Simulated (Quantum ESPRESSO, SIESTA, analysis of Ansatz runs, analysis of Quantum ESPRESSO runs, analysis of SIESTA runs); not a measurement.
# SiC (F-43m):As_Si, a ladder of methods on one cell (SIESTA and Quantum ESPRESSO), part 3 of 3

We place the charge-transition levels of As_Si in SiC (F-43m) with atom-centred orbitals, then repeat the energies at other levels of method to see what holds. Model: a cell of 54 host atoms with 1 Si taken out and 1 As put in.

SIESTA and Quantum ESPRESSO ; SIESTA numerical-orbital DFT, PBEsol, DZP basis, PseudoDojo 0.4.1 potentials converted to PSML; charged supercells in a uniform background, point-charge correction with alignment at far sites.

So far. Step 2 (Band edges): The gap at this level is 1.23 eV. Step 3 (Relaxing each charge state): Against the host's sites the lattice moves most at charge 0 (0.07 Å); the smallest move among the states is 0.06 Å.

## 4. Corrections and levels

A charged cell interacts with its images and the background. The point-charge term, screened by the static dielectric constant, takes that out, and the potential far from the defect is aligned with the host's. Chemical potentials: As (grey arsenic (A7)), C (diamond) and Si (diamond), run alike.

By state, in eV; the first energy still holds the atoms taken out or put in:

```
charge  moment (μB)  energy over the host, electrons at the valence top  point-charge term  potential shift at far sites  its spread  correction
     0            1                                            -2763.45              0.000                             -           -       0.000
    +1            0                                            -2765.32              0.241                        -0.006       0.041       0.235
    +1            2                                            -2763.33              0.241                        -0.028       0.046       0.214
```

Potentials at atomic sites for charge +1 at 2 μB, some of the atoms; distances and the model charge refer to the site on which the defect was built:

```csv
atom,distance from that site (Å),potential less the host's (eV),point-charge model (eV)
C36,1.951,-0.330,-0.245
Si5,3.113,-0.006,-0.012
Si21,3.122,-0.005,-0.011
Si53,3.128,-0.010,-0.011
C16,3.626,0.013,0.035
C22,3.633,0.005,0.036
Si1,4.378,0.125,0.081
C54,4.764,-0.026,0.067
Si41,5.348,0.098,0.081
Si9,5.357,0.088,0.081
C10,5.680,0.089,0.084
```

Over the charge states the far sites scatter by a standard deviation of up to 0.05 eV about the model once its mean shift is taken off, which is the uncertainty of the alignment.

Limit set by the element alone; other compounds of these elements are not counted. Chemical potentials from the elements' reference states: C 0.00 eV, Si -0.50 eV, As 0.00 eV. Formation energy by charge state (C-rich; gap 1.23 eV):

```csv
charge,at valence top (eV),at conduction bottom (eV),correction included (eV)
+1,1.18,2.41,0.23
0,2.81,2.81,0.00
```

Fermi level (eV), lowest formation energy (eV) and a bar from the least value:
```
     0.00       1.18 
     0.11       1.29 ###
     0.22       1.40 #####
     0.34       1.52 ########
     0.45       1.63 ###########
     0.56       1.74 ##############
     0.67       1.85 ################
     0.79       1.96 ###################
     0.90       2.08 ######################
     1.01       2.19 #########################
     1.12       2.30 ###########################
     1.23       2.41 ##############################
```

Limit set by the element alone; other compounds of these elements are not counted. Chemical potentials from the elements' reference states: Si 0.00 eV, C -0.50 eV, As 0.00 eV. Formation energy by charge state (Si-rich; gap 1.23 eV):

| charge | at valence top (eV) | at conduction bottom (eV) | correction included (eV) |
| --- | --- | --- | --- |
| +1 | 1.68 | 2.91 | 0.23 |
| 0 | 3.31 | 3.31 | 0.00 |

```csv
Fermi level (eV),lowest formation energy (eV)
0.00,1.68
0.11,1.79
0.22,1.90
0.34,2.02
0.45,2.13
0.56,2.24
0.67,2.35
0.79,2.47
0.90,2.58
1.01,2.69
1.12,2.80
1.23,2.91
```

So at this level: (+1/0) at 1.63 eV (1.86 without the correction), in a gap of 1.23 eV. (+1/0) lies outside the gap, so the charge beyond is not the lowest at any Fermi level in the gap, within the error of the correction.

## 5. Quantum ESPRESSO, plane waves, PBEsol, 2×2×2

The same functional and the same PseudoDojo potentials in plane waves, on the same structures: what changes is the basis alone.

pw.in reads:

```
&CONTROL
  calculation = 'scf'
  prefix = 'pwscf'
  outdir = './tmp'
  pseudo_dir = './pseudo'
  tprnfor = .true.
  disk_io = 'low'
/
&SYSTEM
  ibrav = 0
  nat = 54
  ntyp = 3
  ecutwfc = 84
  nbnd = 117
  occupations = 'smearing'
  smearing = 'fd'
  degauss = 0.00073499
  tot_charge = 1
  nosym = .true.
/
&ELECTRONS
  conv_thr = 5d-08
  electron_maxstep = 100
  mixing_beta = 0.5
/
ATOMIC_SPECIES
Si    28.0850 Si.upf
C     12.0110 C.upf
As    74.9216 As.upf
CELL_PARAMETERS angstrom
   0.0000030000    6.5644080000    6.5644080000
   6.5644080000    0.0000030000    6.5644080000
   6.5644080000    6.5644080000    0.0000030000
ATOMIC_POSITIONS crystal
Si     0.0005016447    0.0002644564   -0.0000539274
C      0.0842340813    0.0827378299    0.0834446723
[... 2 atom lines left out ...]
Si    -0.0006964839    0.0034211780    0.6654301491
[... 12 atom lines left out ...]
C      0.0762434111    0.7520822723    0.7523525177
[... 11 atom lines left out ...]
C      0.4201155519    0.4081728091    0.7522720839
[... 3 atom lines left out ...]
C      0.4200919396    0.7524033981    0.4084057319
As     0.3342572556    0.6661877199    0.6663807306
C      0.4205499375    0.7523474119    0.7520686357
[... 17 atom lines left out ...]
C      0.7507894659    0.7497139686    0.7500315907
K_POINTS automatic
2 2 2 1 1 1
```

pp_potential.in reads:

```
&INPUTPP
  prefix = 'pwscf'
  outdir = './tmp'
  filplot = 'potential.dat'
  plot_num = 11
/
&PLOT
  nfile = 1
  filepp(1) = 'potential.dat'
  iflag = 3
  output_format = 6
  fileout = 'potential.cube'
/
```

The run is started by

```bash
OMP_NUM_THREADS=1 pw.x -in pw.in > pw.out
OMP_NUM_THREADS=1 pp.x -in pp_potential.in > pp_potential.out
```

Output:

```text
This program is part of the open-source Quantum ESPRESSO suite
     for quantum simulation of materials; please cite
         "P. Giannozzi et al., J. Phys.:Condens. Matter 21 395502 (2009);
         "P. Giannozzi et al., J. Phys.:Condens. Matter 29 465901 (2017);
         "P. Giannozzi et al., J. Chem. Phys. 152 154105 (2020);
          URL
     in publications or presentations arising from this work. More details at

     Subspace diagonalization in iterative solution of the eigenvalue problem:
     a serial algorithm will be used

     G-vector sticks info
     --------------------
     sticks:   dense  smooth     PW     G-vecs:    dense   smooth      PW
     Sum        7147    7147   1879               397133   397133   53089

     Using Slab Decomposition

     bravais-lattice index     =            0
     lattice parameter (alat)  =      17.5432  a.u.
     unit-cell volume          =    3817.7985 (a.u.)^3
     number of atoms/cell      =           54
     number of atomic types    =            3
     number of electrons       =       226.00
     number of Kohn-Sham states=          117
     kinetic-energy cutoff     =      84.0000  Ry
     charge density cutoff     =     336.0000  Ry
     scf convergence threshold =      5.0E-08
     mixing beta               =       0.5000
     number of iterations used =            8  plain     mixing
     Exchange-correlation= PBESOL
                           (   1   4  10   8   0   0   0)

     celldm(1)=  17.543225  celldm(2)=   0.000000  celldm(3)=   0.000000
     celldm(4)=   0.000000  celldm(5)=   0.000000  celldm(6)=   0.000000

     crystal axes: (cart. coord. in units of alat)
               a(1) = (   0.000000   0.707107   0.707107 )
               a(2) = (   0.707107   0.000000   0.707107 )
               a(3) = (   0.707107   0.707107   0.000000 )

     reciprocal axes: (cart. coord. in units 2 pi/alat)
               b(1) = ( -0.707107  0.707107  0.707107 )
               b(2) = (  0.707107 -0.707107  0.707107 )
               b(3) = (  0.707107  0.707107 -0.707107 )

     PseudoPot. # 1 for Si read from file:
     Si.upf
     Pseudo is Norm-conserving + core correction, Zval =  4.0
     Generated using ONCVPSP code by D. R. Hamann
     Using radial grid of 1510 points,  6 beta functions with:
                l(1) =   0
                l(2) =   0
                l(3) =   1
                l(4) =   1
                l(5) =   2
                l(6) =   2

     PseudoPot. # 2 for C  read from file:
     C.upf
     Pseudo is Norm-conserving + core correction, Zval =  4.0
     Generated using ONCVPSP code by D. R. Hamann
     Using radial grid of 1248 points,  4 beta functions with:
[...]
PseudoPot. # 3 for As read from file:
     As.upf
     Pseudo is Norm-conserving + core correction, Zval = 15.0
     Generated using ONCVPSP code by D. R. Hamann
     Using radial grid of 1342 points,  6 beta functions with:
[...]
l(4) =   1
                l(5) =   2
                l(6) =   2

     atomic species   valence    mass     pseudopotential
     Si                4.00    28.08500     Si( 1.00)
     C                 4.00    12.01100     C ( 1.00)
     As               15.00    74.92160     As( 1.00)

     No symmetry found

   Cartesian axes

     site n.     atom                  positions (alat units)
         1        Si     tau(   1) = (   0.0001489   0.0003166   0.0005417  )
         2        C      tau(   2) = (   0.1175088   0.1185668   0.1180670  )
         3        Si     tau(   3) = (   0.2353088   0.2361639   0.0004429  )
         4        C      tau(   4) = (   0.3532818   0.3541219   0.1183907  )
         5        Si     tau(   5) = (   0.4729493   0.4700377   0.0019269  )
         6        C      tau(   6) = (   0.5886962   0.5900207   0.1184267  )
         7        Si     tau(   7) = (   0.2351568   0.0002341   0.2351019  )
[...]
total energy              =    -757.81497633 Ry
     estimated scf accuracy    <       0.45834385 Ry

     iteration #  3     ecut=    84.00 Ry     beta= 0.50
     Davidson diagonalization with overlap
     ethr =  2.03E-04,  avg # of iterations = 10.5

     total energy              =    -757.84046605 Ry
     estimated scf accuracy    <       0.13722484 Ry

     iteration #  4     ecut=    84.00 Ry     beta= 0.50
     Davidson diagonalization with overlap
     ethr =  6.07E-05,  avg # of iterations =  6.0

     total energy              =    -757.85320632 Ry
     estimated scf accuracy    <       0.02463222 Ry

     iteration #  5     ecut=    84.00 Ry     beta= 0.50
     Davidson diagonalization with overlap
     ethr =  1.09E-05,  avg # of iterations =  4.8

     total energy              =    -757.85641040 Ry
     estimated scf accuracy    <       0.01125701 Ry

     iteration #  6     ecut=    84.00 Ry     beta= 0.50
     Davidson diagonalization with overlap
     ethr =  4.98E-06,  avg # of iterations =  2.2

     total energy              =    -757.85525001 Ry
     estimated scf accuracy    <       0.00246244 Ry

[...]
total energy              =    -757.85662104 Ry
[...]
iteration # 12     ecut=    84.00 Ry     beta= 0.50
     Davidson diagonalization with overlap
     ethr =  2.36E-10,  avg # of iterations =  3.0

     total energy              =    -757.85662140 Ry
     estimated scf accuracy    <       0.00000013 Ry

     iteration # 13     ecut=    84.00 Ry     beta= 0.50
     Davidson diagonalization with overlap
     ethr =  5.58E-11,  avg # of iterations =  2.0

     total energy              =    -757.85662133 Ry
     estimated scf accuracy    <       0.00000014 Ry

     iteration # 14     ecut=    84.00 Ry     beta= 0.50
     Davidson diagonalization with overlap
     ethr =  5.58E-11,  avg # of iterations =  2.0

     End of self-consistent calculation

          k = 0.1768 0.1768 0.1768 ( 49671 PWs)   bands (ev):

   -26.9440 -26.9433 -26.9429 -26.9217 -26.9212  -6.0801  -5.0702  -4.4617
    -4.0281  -4.0276  -3.7549  -3.6630  -3.6624  -3.4909  -3.3850  -3.3846
    -2.9373  -2.4858  -2.3942  -2.3938  -2.1282  -1.9851  -1.9847  -1.3713
    -1.3540  -1.3533  -1.2166  -1.1977  -1.1974  -1.0832  -1.0122  -1.0114
     0.9184   1.7136   2.1568   2.1599   2.1923   2.1983   2.2023   2.2046
     2.2613   2.2647   2.4756   2.4762   2.4905   2.7618   2.7741   2.7743
[...]
9.3718  11.7405  11.8061  11.8066  12.2747

          k =-0.1768-0.1768 0.5303 ( 49622 PWs)   bands (ev):

[...]
9.2494  11.1951  12.3573  12.4307  12.8540

          k =-0.1768 0.5303-0.1768 ( 49622 PWs)   bands (ev):

[...]
9.2499  11.1948  12.3579  12.4308  12.8548

          k =-0.5303 0.1768 0.1768 ( 49622 PWs)   bands (ev):

[...]
7.1170   7.1798   7.2261   7.3037   7.3105   7.5176   7.5346   7.6125
     7.6335   7.8010   7.8694   7.8870   7.9206   7.9836   7.9941   8.0038
     8.0756   8.1840   8.2311   8.6624   8.6709   8.7094   8.7970   9.0352
     9.2494  11.1947  12.3582  12.4308  12.8542

     the Fermi energy is    10.4548 ev

!    total energy              =    -757.85662136 Ry
     estimated scf accuracy    <          1.3E-09 Ry
     smearing contrib. (-TS)   =       0.00000000 Ry
     internal energy E=F+TS    =    -757.85662136 Ry

     The total energy is F=E-TS. E is the sum of the following terms:
     one-electron contribution =     -15.30288268 Ry
     hartree contribution      =     149.28946050 Ry
     xc contribution           =    -245.34149729 Ry
     ewald contribution        =    -646.50170188 Ry

     convergence has been achieved in  14 iterations

     Forces acting on atoms (cartesian axes, Ry/au):

     atom    1 type  1   force =    -0.00020032   -0.00019485   -0.00035208
     atom    2 type  2   force =    -0.00031013   -0.00065340    0.00030221
     atom    3 type  1   force =    -0.00017197   -0.00111726   -0.00019081
     atom    4 type  2   force =    -0.00027008   -0.00080173   -0.00003698
     atom    5 type  1   force =    -0.00047064    0.00012152   -0.00028606
     atom    6 type  2   force =     0.00069691   -0.00081778   -0.00012609
[...]
atom   52 type  2   force =    -0.00029264    0.00072306   -0.00007700
     atom   53 type  1   force =     0.00101814   -0.00046180   -0.00104553
     atom   54 type  2   force =    -0.00014722   -0.00036918   -0.00002478

     Total force =     0.034221     Total SCF correction =     0.000095

=------------------------------------------------------------------------------=
   JOB DONE.
=------------------------------------------------------------------------------=
```

It took 17 min on 1 MPI rank of Intel Xeon 6975P-C (Granite Rapids), shared host; peak memory 1.7 GiB.

On the kept structures the largest force at this level is 0.44 eV/Å, so they are not at rest here, and a relaxation would lower the states by unlike amounts.

At charge 0 and +1 (moment 2 μB) filled and empty levels, counted over both spins and all k-points, touch or overlap: the last carrier shares a level or a band, or the held moment keeps an electron of one spin above an empty level of the other.

By state, in eV; the first energy still holds the atoms taken out or put in:

| charge | moment (μB) | energy over the host, electrons at the valence top | point-charge term | potential shift at far sites | its spread | correction |
| --- | --- | --- | --- | --- | --- | --- |
| 0 | 1 | -2764.64 | 0.000 | - | - | 0.000 |
| +1 | 0 | -2766.65 | 0.241 | 0.143 | 0.040 | 0.384 |
| +1 | 2 | -2764.66 | 0.241 | 0.121 | 0.045 | 0.362 |

Against the first level the gap goes from 1.23 to 1.25 eV, and the level that moves most, (+1/0), from 1.63 to 1.63 eV.

## 6. Side by side

Gap and levels in eV, each above its own valence top, and the processor time of the defect runs (shared machines):

```
                             level of method   gap  (+1/0)           runs  core time
                  SIESTA, PBEsol, DZP, 2×2×2  1.23    1.63    relaxations     89 min
Quantum ESPRESSO, plane waves, PBEsol, 2×2×2  1.25    1.63  single points     84 min
```

Values below zero or above the gap of their row lie outside the gap.

## 7. Outcome

| Property | Result |
| --- | --- |
| gap of the host (SIESTA, PBEsol) | 1.23 eV |
| largest difference in a level, orbitals against plane waves | 0.00 eV |
| difference in the gap, orbitals less plane waves | -0.02 eV |

What this shows: At the level trusted most (SIESTA, PBEsol, DZP, 2×2×2) no transition falls inside the gap of 1.23 eV: charge +1 is lowest across it. Orbitals and plane waves agree on the levels within 0.00 eV ((+1/0) differs most) and on the gap within 0.02 eV, so the orbital basis serves for these levels. Of the charges placed (0 and +1), +1 is the lowest from 0.02 eV above the valence top to 0.02 eV below the conduction bottom, a gap of 1.23 eV. (+1/0) reaches a band edge before or after the correction; the carrier may then sit in a band, where the point-charge correction doesn't apply and the value depends on how these k-points fill the band, which is not corrected here. Only the charges 0 and +1 were placed; others may be stable too. Compounds of As with the host's elements are not counted; they lower the chemical potential of the dopant and raise these formation energies. Keep in mind: PBEsol makes the gap too small and tends to spread out bound carriers.

[Logs are printed without paths, hosts, clocks, repeated set-up lines and the standing remarks that a program may print on its own settings, such as how far it seeks lower states.]

[Hosts, paths, dates, database ids (printed as entryN), source tags and the programs' standing remarks are cut or masked in the printed files.]

[For some hosts the program warned that the k-mesh of the response run may be too coarse for force constants and the static dielectric constant; such warnings are not shown here.]

[Charge tables in the logs are Mulliken or Hirshfeld populations, whose sizes and signs can differ; where basis functions stand at a vacancy, SIESTA counts their charge against the missing atom's valence.]

[In relaxation paths of CP2K, step 0 can be the structure after the first move, since the trajectory file begins there, and the last row can be the final structure solved once more.]
